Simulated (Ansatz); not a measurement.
**HfB2 under changes of volume**

One of the cells (9.905 Å³/atom); the others are scaled copies at fixed shape and fractional positions:

```
Hf B
1.0
     3.14000    0.00000    0.00000
    -1.57000    2.71932    0.00000
     0.00000    0.00000    3.48000
Hf B
1 2
Direct
  0.00000 0.00000 0.00000
  0.66667 0.33333 0.50000
  0.33333 0.66667 0.50000
```

```yaml
Program: Ansatz 0.2.0
Functional: r2SCAN
Potentials_or_basis: Ansatz PAW
Cutoff: "500 eV (not typed: the program's choice for these potentials)"
k_mesh: 10 × 10 × 8
Occupations: fermi-dirac, width 0.05 eV
Spin: no spin polarisation
```

| volume (Å³/atom) | energy over the lowest point (meV/atom) | pressure (GPa) |
| --- | --- | --- |
| 9.311 | 29.07 | 17.2 |
| 9.509 | ? | ? |
| 9.707 | 2.50 | 4.7 |
| 9.905 | 0.00 | -0.6 |
| 10.103 | 3.81 | -5.5 |
| 10.301 | 13.35 | -9.9 |
| 10.499 | 28.10 | -13.9 |

Q: What does the run at 9.509 Å³/atom give?

A: Energy over the lowest point 11.95 meV/atom; pressure 10.6 GPa.

Worked out: A Birch-Murnaghan fit of order 3 (a polynomial in V^(-2/3)) to the other rows has its minimum at 9.88 Å³/atom with B0 = V·E''(V) = 258 GPa and B' = 3.8 at fixed shape and positions, which overstates the stiffness. It gives 11.95 meV/atom at 9.509 Å³/atom, against the run's 11.95, and -dE/dV = 10.6 GPa, against 10.6.

Energies are extrapolated to zero smearing.

Caveats: the PAW data sets come from PBE, with cores solved anew for the run's functional, which leaves a small shift of forces and pressure.
